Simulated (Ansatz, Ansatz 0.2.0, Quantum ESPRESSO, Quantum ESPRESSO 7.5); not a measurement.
# Lattice constants of monoclinic α-WP₂ with PBEsol: numerical checks and the spread between two diffraction cells

## Reference data

The reference is a single-crystal X-ray diffraction study of α-WP₂, the monoclinic C2/m form, on a crystal grown by iodine chemical vapour transport: "Extremely large magnetoresistance in topologically trivial semimetal $\alpha$-WP$_2$" (2018, arXiv:1804.03879). I compare the three axes of the conventional cell, a, b and c. Their uncertainties are of the order of 0.01 % and describe the refinement; calibration and differences between samples can add more. The diffraction cell from the Crystallography Open Database with which I start is longer on all three axes, by 0.1 to 0.2 %. That spread is a more realistic measure of how well the axes are known than the refinement errors. The temperature of the measurement is not given with the values.

| compared with | measured | source's wording or label | method |
| --- | --- | --- | --- |
| a (Å) | 8.49 | 8.49 ± 0.001 A | single-crystal X-ray diffraction |
| b (Å) | 3.1615 ± 0.0003 | 3.1615 ± 0.0003 A | single-crystal X-ray diffraction |
| c (Å) | 7.456 ± 0.001 | 7.456 ± 0.001 A | single-crystal X-ray diffraction |

Conditions are those given with the value in the passage it was taken from; "not stated" means there, and the paper may say more elsewhere. The values are a selection: others may have been left out beforehand as unlike or outlying.

## Method

The aim is to obtain a, b and c each within 0.5 % of the measured axis. This is wider than the difference between the two diffraction cells, yet narrow enough to expose the usual bias of a functional, which is often about 1 % in length. The calculation gives a static lattice. For a stiff, covalently bonded phosphide of a heavy metal I expect zero-point and thermal motion to lengthen the axes by roughly 0.1 to 0.3 %, so a sound static result should lie slightly below experiment.

The model is the perfect crystal with six atoms in the primitive cell, nonmagnetic, with cell and atoms relaxed in the C2/m symmetry. I go straight to PBEsol, which is made for equilibrium lattices of dense solids. LDA would probably give axes that are too short. A preliminary pass with a low cutoff or a coarse mesh would be of little use for the verdict: the stress converges more slowly than the energy, and in a semimetal the Fermi surface needs adequate sampling. Once the PBEsol cell is there, I will tighten the basis and the mesh, test the potentials, and set one neighbouring functional beside it for scale.

Plain PBE isn't shown in this study.

System: WP2 (alpha-tungsten diphosphide), alpha, monoclinic OsGe2-type; C2/m (No. 12), 6 atoms in the primitive cell; the database structure is a diffraction structure: a = 8.500 Å, b = 3.168 Å, c = 7.466 Å, β = 119.37°; structure from the Crystallography Open Database.

On the selection of runs and values: Further runs on this system are not shown.

## 1. PBEsol cell at standard settings

This relaxation provides the cell on which the verdict is to rest, and every later check refers to it. I expect all three axes within the target, slightly on the short side.

**Run 1.** Ansatz 0.2.0: PBEsol, cell and atoms relaxed from the database structure, PAW set soft_2, cutoff 420 eV (default), 10x10x6 k mesh, Gaussian smearing 0.1 eV.

Key lines of the input:
```
crystal:
  # lattice and atoms
kpoints:
  mp_grid: { grid: [10, 10, 6] }
hamiltonian:
  xc: pbesol
scf:
  occupations: { method: gaussian, width: 0.1 }
output:
  forces: true
  stress: true
relax:
  adjacent_minimum: "off"
  f_tol: 0.005
  max_steps: 60
  cell: { stress_tol: 0.03 }
```

Command:
```
ansatz run input.yaml --threads 4 --pin off --max-ram 16384MiB --backend cpu --events-out ev --progress --plain --runs-dir out
```

Selected lines of the output:
```
relax step   8: F+E_penalty+E_count = -23476.18454718 eV  [...]  max|allowed force component| = 1.451e-3 eV/Å  [...]  P = -0.003 GPa  Ω = 86.532 Å³  [...]
--- Relaxed structure (7 steps of the walk, 7 accepted, 1 SCFs on fresh bases) ---
```

Converged; 40 s on 4 cores of Arm Neoverse V2, shared host.

| quantity | run 1 | measured | deviation |
| --- | --- | --- | --- |
| a (Å) | 8.456 | 8.49 | −0.034 (−0.4 %) |
| b (Å) | 3.1482 | 3.1615 ± 0.0003 | −0.0133 (−0.4 %) |
| c (Å) | 7.449 | 7.456 ± 0.001 | −0.007 (−0.1 %) |
| conventional cell volume (Å³) | 173.06 |  |  |

All three axes are within 0.5 % and on the short side. The shortening is uneven: a and b are 0.4 % below the measured axes, c only 0.1 %. For a and b that is slightly more than the thermal and zero-point allowance I made. About 0.1 % separates them from the limit, so a modest basis or sampling error could still change the verdict. The pressure on the fresh basis is practically zero, which shows that the relaxation is finished but does not test the cutoff.

## 2. Higher cutoff and denser mesh

I repeat the relaxation twice from the same diffraction cell, once with the cutoff raised to 590 eV and once with a 14×14×8 mesh, so that each effect can be read separately. I expect changes well below 0.1 % in every axis; b deserves the closest look, since its margin is the smallest.

**Run 2.** Ansatz 0.2.0: PBEsol, cell and atoms relaxed from the database structure, PAW set soft_2, cutoff 590 eV, 10x10x6 k mesh, Gaussian smearing 0.1 eV.

Key lines of the input, as changed from run 1:
```diff
+ basis:
+   ecutwfc: 590.0
```

Command:
```
ansatz run input.yaml --threads 8 --pin off --max-ram 16384MiB --backend cpu --events-out ev --progress --plain --runs-dir out
```

Selected lines of the output:
```
relax step   8: F+E_penalty+E_count = -23476.18901665 eV  [...]  max|allowed force component| = 1.307e-3 eV/Å  [...]  P = -0.000 GPa  Ω = 86.526 Å³  [...]
```

Converged; 44 s on 8 cores of Arm Neoverse V1, shared host.

**Run 3.** Ansatz 0.2.0: PBEsol, cell and atoms relaxed from the database structure, PAW set soft_2, cutoff 420 eV (default), 14x14x8 k mesh, Gaussian smearing 0.1 eV.

Key lines of the input, as changed from run 1:
```diff
  kpoints:
-   mp_grid: { grid: [10, 10, 6] }
+   mp_grid: { grid: [14, 14, 8] }
```

Selected lines of the output:
```
relax step   8: F+E_penalty+E_count = -23476.18437720 eV  [...]  max|allowed force component| = 2.016e-3 eV/Å  [...]  P = +0.001 GPa  Ω = 86.528 Å³  [...]
```

Converged; 77 s on the same hardware.

| quantity | run 2 | run 3 | measured |
| --- | --- | --- | --- |
| a (Å) | 8.456 | 8.457 | 8.49 |
| b (Å) | 3.1481 | 3.1480 | 3.1615 ± 0.0003 |
| c (Å) | 7.449 | 7.449 | 7.456 ± 0.001 |
| conventional cell volume (Å³) | 173.05 | 173.06 |  |

Neither setting moves the cell appreciably: a changes by at most 0.001 Å and b by 0.0002 Å. Shifts this small may come from where the relaxations stop as much as from the cutoff or the mesh. The shortfall of 0.4 % in a and b therefore does not come from the plane-wave basis or the sampling, and the three axes stay within the target.

## 3. A second set of potentials

All three runs share the same PAW data, so an error in them would have passed unnoticed. I repeat the PBEsol relaxation with PseudoDojo norm-conserving potentials on the original mesh. I expect agreement to about 0.1 %, which is also roughly the distance of a and b from the limit, so this check can actually upset the result.

**Run 4.** Ansatz 0.2.0: PBEsol, PseudoDojo norm-conserving pseudopotentials, cell and atoms relaxed from the database structure, cutoff 1007 eV (default), 10x10x6 k mesh, Gaussian smearing 0.1 eV.

Key lines of the input, as changed from run 1:
```diff
  hamiltonian:
+   pseudopotentials: { kind: nc, accuracy: standard }
```

Selected lines of the output:
```
relax step   9: F+E_penalty+E_count = -4883.17195064 eV  [...]  max|allowed force component| = 4.828e-4 eV/Å  [...]  P = +0.001 GPa  Ω = 86.573 Å³  [...]
```

Converged; 2 min on the same hardware.

| quantity | run 4 | measured | deviation |
| --- | --- | --- | --- |
| a (Å) | 8.457 | 8.49 | −0.033 (−0.4 %) |
| b (Å) | 3.1491 | 3.1615 ± 0.0003 | −0.0124 (−0.4 %) |
| c (Å) | 7.450 | 7.456 ± 0.001 | −0.006 (−0.1 %) |
| conventional cell volume (Å³) | 173.15 |  |  |

The norm-conserving potentials lengthen b by 0.0009 Å and a and c by about 0.001 Å each, well under the 0.1 % that I allowed for. The uneven pattern of the deviations also survives: a and b are short by 0.4 %, c by 0.1 %. Neither the PAW data nor the numerical settings account for it, so what remains lies in the functional, in the missing spin-orbit coupling or in the comparison of a static cell with a measured one.

## 4. Spin-orbit coupling and a neighbouring functional

Tungsten is heavy enough that I want the spin-orbit effect on the PBEsol cell as a number, although I expect it to be small, below 0.1 % in each axis. For scale I set r2SCAN beside it, a meta-GGA that is built on different constraints. I expect it to give somewhat longer axes than PBEsol; whether it also evens out the deviations of a, b and c is the more interesting question.

**Run 5.** Ansatz 0.2.0: PBEsol with spin-orbit coupling, cell and atoms relaxed from the database structure, cutoff 420 eV (default), 10x10x6 k mesh, Gaussian smearing 0.1 eV.

Key lines of the input, as changed from run 1:
```diff
  hamiltonian:
+   pseudopotentials: { kind: paw_fr }
+ magnetization:
+   noncollinear: true
+   spin_orbit: true
```

Converged; 2 min on 8 cores of AMD EPYC 7B13 (Zen 3), shared host.

**Run 6.** Ansatz 0.2.0: r2SCAN, cell and atoms relaxed from the database structure, PAW set soft_2, cutoff 500 eV (default), 10x10x6 k mesh, Gaussian smearing 0.1 eV.

Key lines of the input, as changed from run 1:
```diff
  hamiltonian:
-   xc: pbesol
+   xc: r2scan
```

Converged; 46 s on 4 cores of Intel Xeon Platinum 8559C (Emerald Rapids), shared host.

| quantity | run 5 | run 6 | measured |
| --- | --- | --- | --- |
| a (Å) | 8.458 | 8.482 | 8.49 |
| b (Å) | 3.1479 | 3.1903 | 3.1615 ± 0.0003 |
| c (Å) | 7.448 | 7.475 | 7.456 ± 0.001 |
| conventional cell volume (Å³) | 173.03 | 176.45 |  |

With spin-orbit coupling, a grows by 0.002 Å, while b shrinks by 0.0003 Å and c by 0.001 Å. The fully relativistic potentials came in together with the coupling, so these shifts belong to both. They are far too small to explain the shortfall in a and b, and all three axes remain within 0.5 %.

r2SCAN does give longer axes, but it does not even out the deviations. Its a is only 0.1 % short and its c 0.3 % long, both within the target; b is 0.9 % too long and misses it. Thermal and zero-point expansion would push b further from the measured value. The change from PBEsol is also strongly directional: b lengthens by 1.3 %, a and c by about 0.3 % each. The short b axis is thus the most sensitive to the functional, and a judgement on a alone would have favoured r2SCAN. For r2SCAN, a higher cutoff, a denser mesh and other potentials are not shown in this report, so its cell serves only as a comparison.

## 5. The same functional in another program

All the PBEsol cells so far come from one program, so an error in its stress or its functional would be common to them. With a and b only about 0.1 % inside the limit, I repeat the relaxation in Quantum ESPRESSO with PseudoDojo norm-conserving potentials. The smearing differs as well, so this is a test of the whole procedure. I expect the axes to agree with the earlier norm-conserving run to within a few hundredths of a per cent.

**Run 7.** Quantum ESPRESSO 7.5: PBEsol, PseudoDojo norm-conserving potentials, cell and atoms relaxed from the database structure, cutoff 74 Ry, 10x10x6 k mesh, Marzari-Vanderbilt smearing 0.14 eV.

Key lines of the input:
```
! potential files: PseudoDojo norm-conserving potentials, made for PBEsol
&control
  calculation = 'vc-relax'
  forc_conv_thr = 2.0d-4
  etot_conv_thr = 1.0d-5
  nstep = 60
/
&system
  nat = 6
  ntyp = 2
  ecutwfc = 74
  nbnd = 34
  occupations = 'smearing'
  smearing = 'mv'
  degauss = 0.01029
/
&electrons
  conv_thr = 1.0d-8
  electron_maxstep = 100
  mixing_beta = 0.4
/
&ions
/
&cell
  press_conv_thr = 0.5
/
ATOMIC_SPECIES
  P 30.974 P.upf
  W 183.840 W.upf
[... cell and positions ...]
K_POINTS automatic
  10 10 6 0 0 0
```

Command:
```
OMP_NUM_THREADS=1 mpirun -n 8 pw.x -nk 8 -in relax.in > relax.out
```

Converged; 12 min on 8 cores of AMD EPYC 7B13 (Zen 3), shared host.

| quantity | run 7 | measured | deviation |
| --- | --- | --- | --- |
| a (Å) | 8.456 | 8.49 | −0.034 (−0.4 %) |
| b (Å) | 3.1484 | 3.1615 ± 0.0003 | −0.0131 (−0.4 %) |
| c (Å) | 7.450 | 7.456 ± 0.001 | −0.006 (−0.1 %) |
| conventional cell volume (Å³) | 173.09 |  |  |
| final pressure (GPa) | −0.004 |  |  |

Quantum ESPRESSO reproduces the PBEsol cell. Against the earlier norm-conserving run, a is 0.001 Å and b 0.0007 Å shorter, about 0.02 % at most, and c is the same to the printed digits. With potentials of the same family, the same cutoff (74 Ry is 1007 eV) and a different smearing, a second program thus leads to the same axes. The deviations from experiment stay at 0.4 % for a and b and 0.1 % for c, so an error peculiar to the first program is an unlikely source of the shortfall.

## Comparison with experiment

| run | settings | a (Å) | b (Å) | c (Å) | mean abs. dev. of these columns (%) | cost |
| --- | --- | --- | --- | --- | --- | --- |
| 1 | Ansatz: PBEsol, PAW set soft_2, cutoff 420 eV (default), 10x10x6 k mesh, Gaussian smearing 0.1 eV | 8.456 | 3.1482 | 7.449 | 0.3 | 2.6 core-min |
| 2 | Ansatz: PBEsol, PAW set soft_2, cutoff 590 eV, 10x10x6 k mesh, Gaussian smearing 0.1 eV | 8.456 | 3.1481 | 7.449 | 0.3 | 5.9 core-min |
| 3 | Ansatz: PBEsol, PAW set soft_2, cutoff 420 eV (default), 14x14x8 k mesh, Gaussian smearing 0.1 eV | 8.457 | 3.1480 | 7.449 | 0.3 | 10 core-min |
| 4 | Ansatz: PBEsol, PseudoDojo norm-conserving pseudopotentials, cutoff 1007 eV (default), 10x10x6 k mesh, Gaussian smearing 0.1 eV | 8.457 | 3.1491 | 7.450 | 0.3 | 16 core-min |
| 5 | Ansatz: PBEsol with spin-orbit coupling, cutoff 420 eV (default), 10x10x6 k mesh, Gaussian smearing 0.1 eV | 8.458 | 3.1479 | 7.448 | 0.3 | 16 core-min |
| 6 | Ansatz: r2SCAN, PAW set soft_2, cutoff 500 eV (default), 10x10x6 k mesh, Gaussian smearing 0.1 eV | 8.482 | 3.1903 | 7.475 | 0.4 | 3.1 core-min |
| 7 | Quantum ESPRESSO: PBEsol, PseudoDojo norm-conserving potentials, cutoff 74 Ry, 10x10x6 k mesh, Marzari-Vanderbilt smearing 0.14 eV | 8.456 | 3.1484 | 7.450 | 0.3 | 1.6 core-h |
|  | measured | 8.49 | 3.1615 ± 0.0003 | 7.456 ± 0.001 |  |  |

Further runs on the same system, made beside this series (convergence steps with loose settings among them):

| further | settings | a (Å) | b (Å) | c (Å) | mean abs. dev. of these columns (%) | cost |
| --- | --- | --- | --- | --- | --- | --- |
| F1 | Ansatz: r2SCAN+rVV10, PAW set soft_2, cutoff 500 eV (default), 10x10x6 k mesh, Gaussian smearing 0.1 eV | 8.470 | 3.1799 | 7.464 | 0.3 | 4.6 core-min |
| F2 | Ansatz: PBEsol+D3(BJ), PAW set soft_2, cutoff 420 eV (default), 10x10x6 k mesh, Gaussian smearing 0.1 eV | 8.388 | 3.1076 | 7.393 | 1.2 | 3.7 core-min |
| F3 | Ansatz: BLYP, PAW set soft_2, cutoff 420 eV (default), 10x10x6 k mesh, Gaussian smearing 0.1 eV | 8.675 | 3.2931 | 7.591 | 2.7 | 5.5 core-min |
| F4 | Ansatz: BLYP+D3(BJ), PAW set soft_2, cutoff 420 eV (default), 10x10x6 k mesh, Gaussian smearing 0.1 eV | 8.477 | 3.1791 | 7.440 | 0.3 | 4 core-min |
| F5 | Ansatz: LDA, PAW set soft_2, cutoff 420 eV (default), 10x10x6 k mesh, Gaussian smearing 0.1 eV | 8.415 | 3.1346 | 7.411 | 0.8 | 2.6 core-min |
| F6 | Ansatz: r2SCAN, PAW set soft_2, cutoff 500 eV (default), 6x6x4 k mesh, Gaussian smearing 0.1 eV | 8.486 | 3.1920 | 7.460 | 0.4 | 70 core-s |
| F7 | Ansatz: PBEsol, PAW set soft_2, cutoff 420 eV (default), 6x6x4 k mesh, Gaussian smearing 0.1 eV | 8.460 | 3.1483 | 7.438 | 0.3 | under 1 core-min |
|  | measured | 8.49 | 3.1615 ± 0.0003 | 7.456 ± 0.001 |  |  |

## Discussion

Against the chosen reference, PBEsol puts all three axes of α-WP₂ within 0.5 %: a and b are 0.4 % short, c 0.1 %. The target is met, comfortably for c but narrowly for a and b: against the slightly longer database cell both would fall just outside it, with b about 0.6 % short. The standard relaxation cost 2.6 core-minutes.

The checks on potentials and program were the most independent ones, and they left the pattern of deviations unchanged. A higher cutoff and a denser mesh confirmed the cell. The coarse 6×6×4 mesh shortens c by 0.011 Å, so the standard mesh was worth its small extra cost. Spin-orbit coupling, together with its potentials, hardly matters here.

The static cell should be short by roughly 0.1 to 0.3 % for want of thermal and zero-point expansion. That accounts for part of the shortfall in a and b and would leave c about right or slightly long. The remaining 0.1 to 0.3 % in a and b is probably a slight overbinding by PBEsol, though differences between samples or in calibration are of similar size.

The mean deviation is a poor guide to the functional. r2SCAN with and without rVV10 and BLYP+D3(BJ) come close to PBEsol in the mean, yet all make b too long, by 0.6 to 0.9 %, and expansion would widen that miss. For BLYP the good mean rests on a cancellation: without D3 its b is 4.2 % too long. Adding D3 to PBEsol shortens axes that are already short and misses on all three, as does LDA.

Two things stay open: which diffraction cell is nearer the truth for a and b, and how much of their shortfall is thermal. A quasi-harmonic phonon calculation would address the second.

[Logs are printed without paths, hosts, clocks, repeated set-up lines and the standing remarks that a program may print on its own settings, such as how far it seeks lower states.]

[The runs shown are a pick from a larger set of finished runs; failed, doubtful and other runs were left out of it ahead of writing. So were measured values far from every level or from commonly accepted values, and agreement can look better than it is. Lines of input and output are excerpts and may be shortened.]
